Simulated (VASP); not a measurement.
Calculation: vdW-DF2, VASP's PBE PAW potentials (set 64) (plane waves; VASP).

VASP input:

File KPOINTS:
```
Automatic
0
G
8 8 8
0 0 0
```

**POSCAR**
```
Li2O
1
    0.0000000000     2.2738816093     2.2738816093
    2.2738816093     0.0000000000     2.2738816093
    2.2738816093     2.2738816093     0.0000000000
Li O
2 1
Direct
  0.2500000000   0.2500000000   0.2500000000
  0.7500000000   0.7500000000   0.7500000000
  0.0000000000   0.0000000000   0.0000000000
```

**INCAR**
```
! general
SYSTEM   = Li2O
PREC     = Accurate
ENCUT    = 520
LREAL    = .False.
LASPH    = .True.

! electronic loop
EDIFF    = 1E-7
NELM     = 100
ALGO     = Normal

! smearing
ISMEAR   = 0
SIGMA    = 0.05

! functional
GGA      = ML
LUSE_VDW = .True.
AGGAC    = 0.0
ZAB_VDW  = -1.8867

! ions
ISIF     = 2

! output
LWAVE    = .False.
LCHARG   = .False.
```

POTCAR, in this order: Li_sv O (PBE.64 set). Program: vasp_std.

The run wrote:

OUTCAR:
```
 ion  position               nearest neighbor table
   1  0.250  0.250  0.250-   3 1.97   3 1.97   3 1.97   3 1.97   2 2.27   2 2.27   2 2.27   2 2.27
                             2 2.27   2 2.27
   2  0.750  0.750  0.750-   3 1.97   3 1.97   3 1.97   3 1.97   1 2.27   1 2.27   1 2.27   1 2.27
                             1 2.27   1 2.27
   3  0.000  0.000  0.000-   2 1.97   2 1.97   2 1.97   1 1.97   2 1.97   1 1.97   1 1.97   1 1.97
  LATTYP: Found a face centered cubic cell.
 ALAT       =     4.5477632186
 Subroutine PRICEL returns:
 Original cell was already a primitive cell.
 Subroutine GETGRP returns: Found 48 space group operations
The static configuration has the point symmetry O_h .
The dynamic configuration has the point symmetry O_h .
 Subroutine INISYM returns: Found 48 space group operations
 Subroutine IBZKPT returns following result:
 Found     29 irreducible k-points:

 Following reciprocal coordinates:
            Coordinates               Weight
  0.000000  0.000000  0.000000      1.000000
  0.125000  0.000000  0.000000      8.000000
  0.250000  0.000000  0.000000      8.000000
  0.375000  0.000000  0.000000      8.000000
  0.500000  0.000000  0.000000      4.000000
  0.125000  0.125000  0.000000      6.000000
  0.250000  0.125000  0.000000     24.000000
  0.375000  0.125000  0.000000     24.000000
  0.500000  0.125000  0.000000     24.000000
 -0.375000  0.125000  0.000000     24.000000
 -0.250000  0.125000  0.000000     24.000000
 -0.125000  0.125000  0.000000     12.000000
  0.250000  0.250000  0.000000      6.000000
  0.375000  0.250000  0.000000     24.000000
  0.500000  0.250000  0.000000     24.000000
 -0.375000  0.250000  0.000000     24.000000
 -0.250000  0.250000  0.000000     12.000000
  0.375000  0.375000  0.000000      6.000000
  0.500000  0.375000  0.000000     24.000000
 -0.375000  0.375000  0.000000     12.000000
  0.500000  0.500000  0.000000      3.000000
  0.375000  0.250000  0.125000     24.000000
  0.500000  0.250000  0.125000     48.000000
 -0.375000  0.250000  0.125000     24.000000
  0.500000  0.375000  0.125000     24.000000
 -0.375000  0.375000  0.125000     48.000000
 -0.250000  0.375000  0.125000     24.000000
 -0.375000  0.500000  0.125000     12.000000
 -0.250000  0.500000  0.250000      6.000000
   k-points           NKPTS =     29   k-points in BZ     NKDIM =     29   number of bands    NBANDS=     10
   number of dos      NEDOS =    301   number of ions     NIONS =      3
   total plane-waves  NPLWV =  13824
   dimension x,y,z NGX =    24 NGY =   24 NGZ =   24
   dimension x,y,z NGXF=    48 NGYF=   48 NGZF=   48
   ions per type =               2   1
   PREC   = accura    normal or accurate (medium, high low for compatibility)
   ISTART =      0    job   : 0-new  1-cont  2-samecut
   ICHARG =      2    charge: 1-file 2-atom 10-const
   ISPIN  =      1    spin polarized calculation?
   LNONCOLLINEAR =      F non collinear calculations
   LSORBIT =      F    spin-orbit coupling
   INIWAV =      1    electr: 0-lowe 1-rand  2-diag
   ENCUT  =  520.0 eV  38.22 Ry    6.18 a.u.   5.98  5.98  5.98*2*pi/ulx,y,z
   NELM   =    100;   NELMIN=  2; NELMDL= -5     # of ELM steps
   EDIFF  = 0.1E-06   stopping-criterion for ELM
   LREAL  =      F    real-space projection
   NLSPLINE    = F    spline interpolate recip. space projectors
   LMAXMIX     =    2 max onsite mixed and CHGCAR
   VOSKOWN=      0    Vosko Wilk Nusair interpolation
   EDIFFG = 0.1E-05   stopping-criterion for IOM
   NSW    =      0    number of steps for IOM
   NBLOCK =      1;   KBLOCK =      1    inner block; outer block
   IBRION =     -1    ionic relax: 0-MD 1-quasi-New 2-CG
   NFREE  =      0    steps in history (QN), initial steepest desc. (CG)
   ISIF   =      2    stress and relaxation
   ISYM   =      2    0-nonsym 1-usesym 2-fastsym
...
```

File OSZICAR:
```
       N       E                     dE             d eps       ncg     rms          rms(c)
DAV:   1     0.476575049626E+02    0.47658E+02   -0.63486E+03   580   0.134E+03
DAV:   2    -0.807000514463E+01   -0.55728E+02   -0.51626E+02   660   0.247E+02
DAV:   3    -0.139389629818E+02   -0.58690E+01   -0.58489E+01  1034   0.644E+01
DAV:   4    -0.140519694272E+02   -0.11301E+00   -0.11296E+00   754   0.954E+00
DAV:   5    -0.140542455537E+02   -0.22761E-02   -0.22760E-02   882   0.885E-01    0.886E+00
DAV:   6    -0.117442483017E+02    0.23100E+01   -0.13248E+01   588   0.236E+01    0.300E+00
DAV:   7    -0.117253662493E+02    0.18882E-01   -0.31785E-01   660   0.505E+00    0.153E+00
DAV:   8    -0.117294080988E+02   -0.40418E-02   -0.11456E-01   634   0.396E+00    0.403E-01
DAV:   9    -0.117281270258E+02    0.12811E-02   -0.84860E-03   832   0.809E-01    0.127E-01
DAV:  10    -0.117292134400E+02   -0.10864E-02   -0.25037E-03   622   0.519E-01    0.141E-01
DAV:  11    -0.117289909322E+02    0.22251E-03   -0.42801E-04   676   0.228E-01    0.181E-02
DAV:  12    -0.117290083303E+02   -0.17398E-04   -0.30756E-05   648   0.601E-02    0.295E-03
DAV:  13    -0.117290112722E+02   -0.29419E-05   -0.30917E-06   682   0.184E-02    0.905E-04
DAV:  14    -0.117290116773E+02   -0.40502E-06   -0.28319E-07   644   0.590E-03    0.422E-04
DAV:  15    -0.117290117236E+02   -0.46293E-07   -0.78225E-08   628   0.299E-03
   1 F= -.11729012E+02 E0= -.11729012E+02  d E =-.725441E-20
```

**OUTCAR**
```
------------------------ aborting loop because EDIFF is reached ----------------------------------------
  FORCE on cell =-STRESS in cart. coord.  units (eV):
  Direction    XX          YY          ZZ          XY          YZ          ZX
  --------------------------------------------------------------------------------------
  Total        0.8355926      0.8355926      0.8355926     -0.0000000     -0.0000000      0.0000000
  in kB       56.9339936     56.9339936     56.9339936     -0.0000000     -0.0000000      0.0000000
  external PRESSURE =      56.9339936 kB  Pullay stress =       0.0000000 kB
  volume of cell :       23.51
      direct lattice vectors                 reciprocal lattice vectors
     0.000000000  2.273881609  2.273881609    -0.219888317  0.219888317  0.219888317
     2.273881609  0.000000000  2.273881609     0.219888317 -0.219888317  0.219888317
     2.273881609  2.273881609  0.000000000     0.219888317  0.219888317 -0.219888317
 POSITION                                       TOTAL-FORCE (eV/Angst)
 -----------------------------------------------------------------------------------
      1.13694      1.13694      1.13694        -0.000000     -0.000000     -0.000000
      3.41082      3.41082      3.41082         0.000000      0.000000      0.000000
      0.00000      0.00000      0.00000         0.000000      0.000000     -0.000000
 -----------------------------------------------------------------------------------
    total drift:                               -0.000000      0.000000      0.000000
  FREE ENERGIE OF THE ION-ELECTRON SYSTEM (eV)
  ---------------------------------------------------
  free  energy   TOTEN  =       -11.7290117236 eV

  energy  without entropy=      -11.7290117236  energy(sigma->0) =      -11.72901172
```
(Selected blocks of OUTCAR.)

The compound is Li2O in the antifluorite structure. This cell is one point of a volume scan, at 0.94 of the reference volume.
